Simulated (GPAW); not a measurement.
**GaAs (F-43m): G0W0 with GPAW, start to end**

Aim: the G0W0 gap of GaAs (F-43m) on PBE, step by step.

Main program and level: GPAW 26.7.0; PBE and many-body steps on it, plane waves.

**The experiments to reproduce.**

- Gap 1.51 eV: band-edge emission energy from PL (direct gap at Gamma); photoluminescence, 633 nm excitation; 77 K; bulk crystal (MBE GaAs matrix around a thin InAs wetting layer on semi-insulating GaAs (100)) (“Photoluminescence of InAs/GaAs quantum dots under direct two-photon excitation”, 2020, pmc:7331710).

- Gap 1.42 eV: band-edge photoluminescence emission energy of the GaAs substrate; time-integrated photoluminescence; 300 K; bulk crystal ((001) GaAs substrate beneath GaBiAs epilayers) (“Investigation of the anisotropic electron g factor as a probe of the electronic structure of GaBixAs1-x/GaAs epilayers”, 2014, arxiv:1409.8467).

- Gap 1.418 ± 0.005 eV: direct gap E0 at Gamma from PR; modulated photoreflectance, low-field lineshape fit; 300 K; bulk crystal (semi-insulating GaAs(001) reference substrate) (“Evidence of valence band perturbations in GaAsN/GaAs(001): A combined variable-angle spectroscopic ellipsometry and modulated photoreflectance investigation”, 2008, arxiv:0805.2212).

- Gap 1.412 ± 0.01 eV: direct gap E0 at Gamma from ellipsometry; variable-angle spectroscopic ellipsometry, parametric critical-point fit; 300 K; bulk crystal (semi-insulating GaAs(001) reference substrate with native oxide) (“Evidence of valence band perturbations in GaAsN/GaAs(001): A combined variable-angle spectroscopic ellipsometry and modulated photoreflectance investigation”, 2008, arxiv:0805.2212).

## (1) The starting structure

Symmetry: F-43m, No. 216, cubic system. Conventional cell: a = 5.654 Å, b = 5.654 Å, c = 5.654 Å, α = 90.00°, β = 90.00°, γ = 90.00°. Nearest to Ga lie 4 As at 2.45 Å. Nearest to As lie 4 Ga at 2.45 Å. Farther neighbours are not listed.

As a file:

```
Ga As
1.0
     0.00000    2.82685    2.82685
     2.82685    0.00000    2.82685
     2.82685    2.82685    0.00000
Ga As
1 1
Cartesian
  0.0000 0.0000 0.0000
  1.4134 1.4134 1.4134
```

The cell and positions come from the Crystallography Open Database and are kept as given unless a step says otherwise.

## (2) Ground state

This step: GPAW 26.7.0; DFT, PBE, plane waves, PAW.

The ground-state density comes first.

run.py

```python
import json
import numpy as np
from gpaw.mpi import world
from ase import Atoms
from gpaw import GPAW, PW, FermiDirac

atoms = Atoms(['Ga', 'As'],
    cell=[[0.0000000000, 2.8268500000, 2.8268500000],
      [2.8268500000, 0.0000000000, 2.8268500000],
      [2.8268500000, 2.8268500000, 0.0000000000]],
    scaled_positions=[[0.0000000000, 0.0000000000, 0.0000000000],
      [0.2500000000, 0.2500000000, 0.2500000000]],
    pbc=(True, True, True))
calc = GPAW(mode=PW(450),
    xc='PBE',
    kpts={'size': (8, 8, 8), 'gamma': True},
    occupations=FermiDirac(0.001),
    nbands=-7,
    convergence={'density': 1e-6, 'bands': -3},
    maxiter=100,
    txt='gs.txt')
atoms.calc = calc
res = {'energy': atoms.get_potential_energy()}
kpts = calc.get_ibz_k_points()
res['kpts'] = kpts
res['eigenvalues'] = [calc.get_eigenvalues(kpt=k) for k in range(len(kpts))]
res['n_electrons'] = calc.get_number_of_electrons()
calc.write('gs.gpw')

if world.rank == 0:
    with open('result.json', 'w') as f:
        json.dump(res, f, default=lambda x: x.tolist())
```

Run with:

```sh
$ mpirun -n 8 gpaw python run.py
```

Numbers of over 12 decimals in the logs are rounded to 6 here.

Log:

```text
__  _  _
 | _ |_)|_||  |
 |__||  | ||/\| - 26.7.0

Input parameters:
  mode=PW(ecut=450.000000),
  convergence={'density': 1e-06, 'bands': -3},
  kpts=MonkhorstPack(size=(8, 8, 8), gamma=True),
  maxiter=100,
  nbands=-7,
  occupations=Occupations(name='fermi-dirac', width=0.001, fixmagmom=False),
  xc=XC(name='PBE')
  [... matrices ...]
Diagonalizing LCAO Hamiltonian
Converting LCAO to pw mode

           As

       Ga

Atoms  # Å, Bohr magnetons
|   | symbol |        x |        y |        z |    initial magnetic moments |
| 0 |     Ga | 0.000000 | 0.000000 | 0.000000 | ( 0.0000,  0.0000,  0.0000) |
| 1 |     As | 1.413425 | 1.413425 | 1.413425 | ( 0.0000,  0.0000,  0.0000) |

Unit cell  # Å
| periodic |        x |        y |        z |  lengths |    angles |
|      yes | 0.000000 | 2.826850 | 2.826850 | 3.997770 | 60.000000 |
|      yes | 2.826850 | 0.000000 | 2.826850 | 3.997770 | 60.000000 |
|      yes | 2.826850 | 2.826850 | 0.000000 | 3.997770 | 60.000000 |

Number of symmetries: 24
Symmetry operations  # r_c * U_cc + t_c -> r_c
|    | kind |            matrix            |
|  0 |  E   |  1, 0, 0,  0, 1, 0,  0, 0, 1 |
|  1 |  σ   |  1, 0, 0,  0, 0, 1,  0, 1, 0 |
|  2 |  σ   |  1, 0,-1,  0, 1,-1,  0, 0,-1 |
|  3 |  C3  |  1, 0,-1,  0, 0,-1,  0, 1,-1 |
|  4 |  C3  |  1,-1, 0,  0,-1, 1,  0,-1, 0 |
|  5 |  σ   |  1,-1, 0,  0,-1, 0,  0,-1, 1 |
|  6 |  σ   |  0, 1, 0,  1, 0, 0,  0, 0, 1 |
|  7 |  C3  |  0, 1, 0,  0, 0, 1,  1, 0, 0 |
|  8 |  C2  |  0, 1,-1,  1, 0,-1,  0, 0,-1 |
|  9 |  S4  |  0, 1,-1,  0, 0,-1,  1, 0,-1 |
| 10 |  C3  |  0, 0, 1,  1, 0, 0,  0, 1, 0 |
| 11 |  σ   |  0, 0, 1,  0, 1, 0,  1, 0, 0 |
| 12 |  S4  |  0, 0,-1,  1, 0,-1,  0, 1,-1 |
| 13 |  C3  |  0, 0,-1,  0, 1,-1,  1, 0,-1 |
| 14 |  S4  |  0,-1, 1,  1,-1, 0,  0,-1, 0 |
| 15 |  C2  |  0,-1, 1,  0,-1, 0,  1,-1, 0 |
| 16 |  C3  |  0,-1, 0,  1,-1, 0,  0,-1, 1 |
| 17 |  S4  |  0,-1, 0,  0,-1, 1,  1,-1, 0 |
| 18 |  S4  | -1, 1, 0, -1, 0, 1, -1, 0, 0 |
| 19 |  C3  | -1, 1, 0, -1, 0, 0, -1, 0, 1 |
| 20 |  C3  | -1, 0, 1, -1, 1, 0, -1, 0, 0 |
| 21 |  S4  | -1, 0, 1, -1, 0, 0, -1, 1, 0 |
| 22 |  σ   | -1, 0, 0, -1, 1, 0, -1, 0, 1 |
| 23 |  C2  | -1, 0, 0, -1, 0, 1, -1, 1, 0 |

BZ-sampling:
  Number of BZ points: 512
  Number of IBZ points: 29

  Monkhorst-Pack size: [8, 8, 8]
  Monkhorst-Pack shift: [0.0625, 0.0625, 0.0625]

K-points  # in reciprocal-cell coordinates
|     |                                coordinates |     weight |
|   0 | (  0.00000000,   0.00000000,   0.00000000) | 0.00195312 |
|   1 | (  0.12500000,   0.12500000,   0.00000000) | 0.01171875 |
|   2 | (  0.12500000,   0.12500000,   0.12500000) | 0.01562500 |
|   3 | (  0.25000000,   0.12500000,   0.12500000) | 0.02343750 |
|   4 | (  0.25000000,   0.25000000,   0.00000000) | 0.01171875 |
|   5 | (  0.25000000,   0.25000000,   0.12500000) | 0.04687500 |
|   6 | (  0.25000000,   0.25000000,   0.25000000) | 0.01562500 |
|   7 | (  0.37500000,   0.25000000,  -0.37500000) | 0.04687500 |
|   8 | (  0.37500000,   0.25000000,   0.12500000) | 0.04687500 |
|   9 | (  0.37500000,   0.25000000,   0.25000000) | 0.04687500 |
| ... |                                            |            |
|  28 | (  0.50000000,   0.50000000,   0.50000000) | 0.00781250 |

Plane wave coefficients: 995
Cutoff: 450.000000 eV

Spin-components: 1 (collinear spins)
Bands:           11
Projectors:      10
Spin-degeneracy: 2
Datatype:        complex128

  Storage: CPU
  Wave functions: 4_802_864 bytes (600_358 per core)
  Projectors: 9_169_104 bytes (1_146_138 per core)
  [... matrices ...]
Parallelization:
  kpt:    8
  domain: 1
  band:   1

Density:
  Valence electrons: 8.0
  Components: 1
  Grid points: [20 20 20]
  Charge: 0.0  # |e|

Potential:
  Grid points: [20 20 20]

species:
  Ga:
    name:    Gallium
    Z:       31.0
    valence: 3
    core:    28
    charge:  0.0  # [|e|]
    compensation charges:
      type: gauss
      rc: 0.37  # [Å]
      lmax: 2
    cutoffs:
      filter: 2.06  # [Å]
      core: 4.17  # [Å]
    projectors
    | kind |    occ | energy [eV] | rcut [Å] |
    |   4s |  2.000 |      -8.945 |    1.164 |
    |   4p |  1.000 |      -2.580 |    1.164 |
    |    s |        |      18.266 |    1.164 |
    |    p |        |      24.631 |    1.164 |
    |    d |        |       0.000 |    1.164 |

    Using partial waves for Ga as LCAO basis

  As:
    name:    Arsenic
    Z:       33.0
    valence: 5
    core:    28
    charge:  0.0  # [|e|]
    compensation charges:
      type: gauss
      rc: 0.33  # [Å]
      lmax: 2
    cutoffs:
      filter: 1.87  # [Å]
      core: 2.96  # [Å]
    projectors
    | kind |    occ | energy [eV] | rcut [Å] |
    |   4s |  2.000 |     -14.487 |    1.058 |
    |   4p |  3.000 |      -5.196 |    1.058 |
    |    s |        |      12.725 |    1.058 |
    |    p |        |      22.016 |    1.058 |
    |    d |        |       0.000 |    1.058 |

    Using partial waves for As as LCAO basis

Reference energy: -114387.645129  # eV

eigensolver:
  PPCG
  Converge bands: -3
  niter=2

density mixing:
  MSR1-Mixer
  Pratt-step length: 0.05
  Maximum mixing coefficient: 0.75
  Old densities: 10
  SVD Regularization: 0.005
  Good broyden scale: 1.0
  Trust region scale: 1.0
  Backstep threshold: 4.0
  History deletion threshold: 6.0
  Fourier metric: weight=20.0, sigma=0.015

occupation numbers:
  Fermi-Dirac:
    width: 0.0010  # eV

poisson solver:
  ecut: 3600.000000  # eV

xc functional:
  name: PBE with 2 nearest neighbor stencil

Initialization done in: 0.825 s

convergence criteria:
- Maximum integral of absolute [dens]ity change: 1e-06 electrons / valence electron
- Maximum [total energy] change in last 3 cyles: 0.0005 eV / valence electron
- Maximum integral of absolute [eigenst]ate change: 4e-08 eV^2 / valence electron
maximum number of iterations: 100

SCF iterations
|iter     |     time |      energy | eigst |  dens |
|iter:   1|  |   -8.316320 | +0.83 |       |
|iter:   2|  |   -8.299042 | -0.89 | -0.89 |
|iter:   3|  |   -8.226448 | -1.89 | -0.93 |
|iter:   4|  |   -8.228217 | -3.47 | -1.52 |
|iter:   5|  |   -8.228468c| -4.39 | -2.05 |
|iter:   6|  |   -8.228485c| -5.53 | -2.81 |
|iter:   7|  |   -8.228486c| -7.17 | -3.55 |
|iter:   8|  |   -8.228486c| -8.21c| -4.10 |
|iter:   9|  |   -8.228486c| -8.83c| -5.41 |
|iter:  10|  |   -8.228486c| -9.30c| -5.84 |
|iter:  11|  |   -8.228486c|-10.25c| -7.02c|

Converged in 11 steps
SCF loop duration: 1.087 s (0.099 s/step)
Energy contributions relative to reference atoms: (reference = -114387.645129)
  [... matrices ...]
Energy contributions:
  Kinetic:          26.974889
  Coulomb:         -23.863253
  Zero:              0.019023
  External:          0.000000
  Xc:              -11.359144
  Entropy:          -0.000000
  Spinorbit:         0.000000
  ----------------------------
  Free energy:      -8.228486
  Extrapolated:     -8.228486

dipole moment: (-17.920499, -17.920499, -17.920499)  # |e|*Ang

Fermi level: 4.952
Eigenvalues  # (at kpt = [0.000, 0.000, 0.000])
| band index |      eig [eV] | occ [0-2] |
|          0 |        -7.775 |     2.000 |
|          1 |         4.921 |     2.000 |
|          2 |         4.921 |     2.000 |
|          3 |         4.921 |     2.000 |
|          4 |         5.508 |     0.000 |
|          5 |         8.695 |     0.000 |
|          6 |         8.695 |     0.000 |
|          7 |         8.695 |     0.000 |
|          8 |        12.577 |     0.000 |
|          9 |        15.009 |     0.000 |
|         10 |        15.009 |     0.000 |

Gap: 0.587 eV
Transition (v -> c):
  (s=0, k=0, n=3, [0.00, 0.00, 0.00]) -> (s=0, k=0, n=4, [0.00, 0.00, 0.00])
No difference between direct/indirect transitions
# Writing to gs.gpw (mode='')
  [... matrices ...]
```

The job ended after 3.7 s (8 MPI ranks of Arm Neoverse V1, shared host; peak memory 0.92 GiB).

Numbers from this step:

* total energy: -8.228 eV
* gap: 0.5868 eV
* k of the valence top: 0, 0, 0
* k of the conduction bottom: 0, 0, 0
* least direct gap: 0.5868 eV

The gap is direct, at Γ.

## (3) Bands along the symmetry lines

Levels along a band path, at the cheap level, show where the edges lie and whether the meshes to come will hold them.

run.py

```python
import json
import numpy as np
from gpaw.mpi import world
from gpaw import GPAW

path = [[0.000000, 0.000000, 0.000000],
    [-0.062500, -0.062500, 0.000000],
    [-0.125000, -0.125000, 0.000000],
    [-0.187500, -0.187500, 0.000000],
    [-0.250000, -0.250000, 0.000000],
    [-0.312500, -0.312500, 0.000000],
    [-0.375000, -0.375000, 0.000000],
    [-0.437500, -0.437500, 0.000000],
    [-0.500000, -0.500000, 0.000000],
    [-0.484375, -0.484375, 0.031250],
    [-0.468750, -0.468750, 0.062500],
    [-0.453125, -0.453125, 0.093750],
    [-0.437500, -0.437500, 0.125000],
    [-0.421875, -0.421875, 0.156250],
    [-0.406250, -0.406250, 0.187500],
    [-0.390625, -0.390625, 0.218750],
    [-0.375000, -0.375000, 0.250000],
    [-0.375000, 0.000000, 0.375000],
    [-0.328125, 0.000000, 0.328125],
    [-0.281250, 0.000000, 0.281250],
    [-0.234375, 0.000000, 0.234375],
    [-0.187500, 0.000000, 0.187500],
    [-0.140625, 0.000000, 0.140625],
    [-0.093750, 0.000000, 0.093750],
    [-0.046875, 0.000000, 0.046875],
    [0.000000, 0.000000, 0.000000],
    [0.000000, 0.000000, 0.062500],
    [0.000000, 0.000000, 0.125000],
    [0.000000, 0.000000, 0.187500],
    [0.000000, 0.000000, 0.250000],
    [0.000000, 0.000000, 0.312500],
    [0.000000, 0.000000, 0.375000],
    [0.000000, 0.000000, 0.437500],
    [-0.000000, -0.000000, 0.500000],
    [-0.062500, -0.031250, 0.468750],
    [-0.125000, -0.062500, 0.437500],
    [-0.187500, -0.093750, 0.406250],
    [-0.250000, -0.125000, 0.375000],
    [-0.312500, -0.156250, 0.343750],
    [-0.375000, -0.187500, 0.312500],
    [-0.437500, -0.218750, 0.281250],
    [-0.500000, -0.250000, 0.250000],
    [-0.500000, -0.281250, 0.218750],
    [-0.500000, -0.312500, 0.187500],
    [-0.500000, -0.343750, 0.156250],
    [-0.500000, -0.375000, 0.125000],
    [-0.500000, -0.406250, 0.093750],
    [-0.500000, -0.437500, 0.062500],
    [-0.500000, -0.468750, 0.031250],
    [-0.500000, -0.500000, 0.000000]]
calc = GPAW('gs.gpw').fixed_density(kpts=path,
    symmetry='off',
    nbands=14,
    convergence={'bands': 10},
    txt='bands.txt')
res = {}
kpts = calc.get_ibz_k_points()
res['kpts'] = kpts
res['eigenvalues'] = [calc.get_eigenvalues(kpt=k) for k in range(len(kpts))]
res['n_electrons'] = calc.get_number_of_electrons()

if world.rank == 0:
    with open('result.json', 'w') as f:
        json.dump(res, f, default=lambda x: x.tolist())
```

Run with:

```sh
$ mpirun -n 8 gpaw python run.py
```

Log:

```text
Diagonalizing LCAO Hamiltonian
Converting LCAO to pw mode
convergence criteria:
- Maximum integral of absolute [eigenst]ate change: 4e-08 eV^2 / valence electron
maximum number of iterations: 100

SCF iterations
|iter     |     time |      energy | eigst |  dens |
|iter:   1|  |             | +1.70 |       |
|iter:   2|  |             | +0.36 |       |
|iter:   3|  |             | -0.77 |       |
|iter:   4|  |             | -1.77 |       |
|iter:   5|  |             | -3.39 |       |
|iter:   6|  |             | -4.99 |       |
|iter:   7|  |             | -6.44 |       |
|iter:   8|  |             | -8.04c|       |
SCF steps: 8
  __  _  _
 | _ |_)|_||  |
 |__||  | ||/\| - 26.7.0

Input parameters:
  mode=PW(ecut=450.000000),
  convergence={'bands': 10},
  gpts=array([20, 20, 20]),
  kpts=KPoints(kpts=array([[ 0.      ,  0.      ,  0.      ],
         [-0.0625  , -0.0625  ,  0.      ],
         [-0.125   , -0.125   ,  0.      ],
         [-0.1875  , -0.1875  ,  0.      ],
[...]
[-0.484375, -0.484375,  0.03125 ],
[...]
[-0.453125, -0.453125,  0.09375 ],
[...]
[-0.421875, -0.421875,  0.15625 ],
[...]
[-0.390625, -0.390625,  0.21875 ],
[...]
[-0.328125,  0.      ,  0.328125],
[...]
[-0.234375,  0.      ,  0.234375],
[...]
[-0.140625,  0.      ,  0.140625],
[...]
[-0.046875,  0.      ,  0.046875],
         [ 0.      ,  0.      ,  0.      ],
         [ 0.      ,  0.      ,  0.0625  ],
         [ 0.      ,  0.      ,  0.125   ],
[...]
[ 0.      ,  0.      ,  0.375   ],
         [ 0.      ,  0.      ,  0.4375  ],
[...]
[-0.5     , -0.4375  ,  0.0625  ],
         [-0.5     , -0.46875 ,  0.03125 ],
         [-0.5     , -0.5     ,  0.      ]])),
  maxiter=100,
  nbands=14,
  occupations=Occupations(name='fermi-dirac', width=0.001, fixmagmom=False),
  parallel={},
  symmetry=Symmetry(point_group=False, time_reversal=False),
  xc=XC(name='PBE')
```

It took 3.5 s on 8 MPI ranks; peak memory 0.92 GiB; 27 s of CPU time.

Numbers from this step:

```yaml
gap: 0.5868 eV
k_of_the_valence_top: 0, 0, 0
k_of_the_conduction_bottom: 0, 0, 0
least_direct_gap: 0.5868 eV
```

The gap is 0.587 eV, as in the run before at this level.

Electronic bands along the path, in eV, zero at the top of the highest filled band; v1 is the highest filled band, c1 the lowest empty one:

```
    point      v4     v3     v2     v1    c1    c2     c3     c4
        Γ  -12.70   0.00   0.00   0.00  0.59  3.77   3.77   3.77
  halfway  -11.83  -4.09  -1.69  -1.69  2.01  3.31   6.66   6.66
        X  -10.34  -6.79  -2.66  -2.66  1.48  1.68  10.22  10.22
  halfway  -10.33  -6.74  -3.19  -2.56  1.67  2.60   9.26   9.46
        U  -10.39  -6.59  -3.85  -2.25  1.98  4.68   8.01   8.11
jump to K  -10.39  -6.59  -3.85  -2.25  1.98  4.68   8.01   8.11
  halfway  -11.76  -4.55  -2.44  -0.68  2.74  4.80   4.85   5.68
        Γ  -12.70   0.00   0.00   0.00  0.59  3.77   3.77   3.77
  halfway  -12.06  -4.14  -0.68  -0.68  1.50  4.64   4.64   6.00
        L  -11.06  -6.61  -1.13  -1.13  1.05  4.67   4.67   7.79
  halfway  -10.73  -6.45  -3.22  -1.93  3.07  4.20   6.39   7.73
        W  -10.30  -6.59  -3.54  -3.33  4.67  4.75   5.46   6.08
  halfway  -10.32  -6.69  -3.14  -3.03  2.58  2.79   8.19   8.40
        X  -10.34  -6.79  -2.66  -2.66  1.48  1.68  10.22  10.22
```

The electronic bands as a text plot (rows in eV, shown from -8.0 to 6.6 only):

```
    6.3 |                  +++              +         ++ +++
    5.7 |    +              +++++++                  +  ++++
    5.1 |                       +  ++      +      +++    +
    4.5 |  ++             +      ++      +++++++++++++++++++
    3.9 |++              +         ++++++++             +   +
    3.2 |  +++++        +                             ++
    2.6 |  +++  ++     +    +++++++                  +       ++
    2.0 |     ++  +++ + ++++       ++               +         +++
    1.4 | +     ++++++++             +  ++++++++  ++            +
    0.8 |+                            ++        ++
    0.2 |*                           ****
   -0.4 | ***                   ******   ****
   -1.0 | *  *                **   ***  *    *******
   -1.6 |     **           ***   **               ****
   -2.2 |  **   ***     ***     *  **    **         * **
   -2.8 |    *     *****                   *         *  **   ****
   -3.4 |              ***  **** **                   ********
   -4.0 |     **          **                *
   -4.7 |                       *
   -5.3 |       **            **             **
   -5.9 |         *         **                 *
   -6.5 |          ** ******                    *****************
   -7.1 |            *
   -7.7 |
         Γ           X  U|K            Γ         L        W     X
```

## (4) Empty states on the mesh, 4×4×4 mesh, 198 bands

The sums over transitions need many empty states on a uniform mesh; this step solves for them.

run.py

```python
import json
import numpy as np
from gpaw.mpi import world
from gpaw import GPAW

calc = GPAW('gs.gpw').fixed_density(kpts={'size': (4, 4, 4), 'gamma': True},
    parallel={'domain': 1, 'band': 1},
    txt='nscf.txt')
calc.diagonalize_full_hamiltonian(nbands=198)
calc.write('full.gpw', mode='all')
res = {}
kpts = calc.get_ibz_k_points()
res['kpts'] = kpts
res['eigenvalues'] = [calc.get_eigenvalues(kpt=k) for k in range(len(kpts))]
res['n_electrons'] = calc.get_number_of_electrons()

if world.rank == 0:
    with open('result.json', 'w') as f:
        json.dump(res, f, default=lambda x: x.tolist())
```

Run with:

```sh
$ mpirun -n 8 gpaw python run.py
```

Log:

```text
Diagonalizing LCAO Hamiltonian
Converting LCAO to pw mode
convergence criteria:
- Maximum integral of absolute [eigenst]ate change: 4e-08 eV^2 / valence electron
maximum number of iterations: 100

SCF iterations
|iter     |     time |      energy | eigst |  dens |
|iter:   1|  |             | +0.91 |       |
|iter:   2|  |             | -1.12 |       |
|iter:   3|  |             | -2.88 |       |
|iter:   4|  |             | -4.47 |       |
|iter:   5|  |             | -5.55 |       |
|iter:   6|  |             | -6.64 |       |
|iter:   7|  |             | -7.27 |       |
|iter:   8|  |             | -8.33c|       |
SCF steps: 8
  __  _  _
 | _ |_)|_||  |
 |__||  | ||/\| - 26.7.0

Input parameters:
  mode=PW(ecut=450.000000),
  convergence={'density': 1e-06, 'bands': -3},
  gpts=array([20, 20, 20]),
  kpts=MonkhorstPack(size=(4, 4, 4), gamma=True),
  maxiter=100,
  nbands=11,
  occupations=Occupations(name='fermi-dirac', width=0.001, fixmagmom=False),
  parallel={'domain': 1, 'band': 1},
  xc=XC(name='PBE')
Matrix size: 941x941
# Writing to full.gpw (mode='all')
  [... matrices ...]

timing:  # [seconds]
  Total: 1.206  # ━━━━━━━━━━━━━━━━━━━━━━━━━━━━━━━━━━━━━━━━━━━━━━━━━━━━━━━━━━━
```

The job ended after 3.9 s (8 MPI ranks; peak memory 0.93 GiB; 31 s of CPU time).

Numbers from this step:

- gap: 0.5868 eV
- k of the valence top: 0, 0, 0
- k of the conduction bottom: 0, 0, 0
- least direct gap: 0.5868 eV
- k points computed: 8
- lowest point of the top converged band, above the valence top: 139.6288 eV

On this mesh the gap is 0.587 eV.

(Continued in part 2 of 2.)

[Paths, hosts, dates, memory and timing lines, banners, echoed tables and standing remarks are left out of the program output.]

[Logs are printed without paths, hosts, clocks, repeated set-up lines and the standing remarks that a program may print on its own settings, such as how far it seeks lower states.]

[Runs of the session that timed out or met a known fault of the program may be left out.]

[Hosts, paths, dates, database ids (printed as entryN), source tags and the programs' standing remarks are cut or masked in the printed files.]
